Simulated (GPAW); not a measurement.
Cu3Au (Auricupride):

```
Au Cu
1.0
     3.74000    0.00000    0.00000
     0.00000    3.74000    0.00000
     0.00000    0.00000    3.74000
Au Cu
1 3
Direct
  0.00000 0.00000 0.00000
  0.50000 0.50000 0.00000
  0.50000 0.00000 0.50000
  0.00000 0.50000 0.50000
```

| Quantity | Value |
| --- | --- |
| Program | GPAW 26.7.0 |
| Task | relaxation of cell and atoms |
| Functional | revPBE |
| Dispersion | D3(BJ) |
| Potentials or basis | the program's PAW data sets (release 1.2.1) made for this functional |
| Cutoff | 600 eV |
| Basis | pw |
| k mesh | 7 × 7 × 7 |
| Occupations | fermi-dirac, width 0.05 eV |
| Spin | no spin polarisation |

At the start: pressure -4.5 GPa; volume 13.08 Å³/atom.

Q: Where does the relaxation end?

A: Over 3 steps the energy falls by 4.6 meV/atom and the volume is 12.71 Å³/atom (-2.8 %); space group Pm-3m (No. 221, to 0.05 Å).

Step by step:
```
step  energy change (eV)  largest force (eV/Å)  pressure (GPa)  volume (Å³)
   1              0.0000                0.0000           -4.49        52.31
   2             -0.0051                0.0000           -3.89        52.11
   3             -0.0185                0.0000            0.18        50.82
```

Final structure:
```xyz
4
Lattice="3.7041 0.0000 0.0000 0.0000 3.7041 0.0000 0.0000 0.0000 3.7041" Properties=species:S:1:pos:R:3 pbc="T T T"
Au    0.0000    0.0000    0.0000
Cu    1.8521    1.8521    0.0000
Cu    1.8521    0.0000    1.8521
Cu    0.0000    1.8521    1.8521
```

Caveat: with these Cu and Au data sets, volumes or pressures lay over 1.5 % or 2 GPa off other programs in two to four cells of ten; later steps reuse the first step's grids; pairwise dispersion overbinds metals, which lowers pressure and volume.
